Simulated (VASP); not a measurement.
The system is H.

```
H
1.0
    -1.69153    1.69153    2.05847
     1.69153   -1.69153    2.05847
     1.69153    1.69153   -2.05847
H
2
Direct
  0.09014 0.09014 0.00000
  0.90986 0.90986 0.00000
```

Program: VASP 6.6.1. Alike in all runs: cell as given. Hardware: 1 thread of Intel(R) Xeon(R) 6975P-C (Granite Rapids), on a shared host.

Problem. Order these runs on this cell by their wall time, lowest first.
A. task density of states; level PBE+dDsC; potentials or basis VASP PAW PBE potentials, release 64 (H); spin off; k mesh 11 × 11 × 11; cutoff (eV) 520; smearing gaussian 0.05 eV; k mesh for the DOS 17 × 17 × 17; occupations for the DOS tetrahedron
B. task single point; level LDA; potentials or basis VASP PAW LDA potentials, release 54 (H); spin off; k mesh 11 × 11 × 11; cutoff (eV) 520; smearing gaussian 0.02 eV
C. task band structure; level rev-vdW-DF2; potentials or basis VASP PAW PBE potentials, release 64 (H); spin non-collinear, zero start; k mesh 8 × 8 × 8; cutoff (eV) 520; smearing fermi-dirac 0.02 eV
D. task optical spectrum; level PBEsol+rVV10; potentials or basis VASP PAW PBE potentials, release 64 (H_GW); spin non-collinear, antiferromagnetic start; k mesh 8 × 8 × 8; cutoff (eV) 600; smearing fermi-dirac 0.02 eV; other keys PREC = Normal

Solution. B (5.7 s), A (18 s), C (58 s), D (160 s).

Caveats: spectra need much finer meshes, so this one isn't converged (some runs); independent-particle spectra lack excitons (some runs); an odd mesh through Γ misses points on the zone boundary, where band edges often lie (some runs).
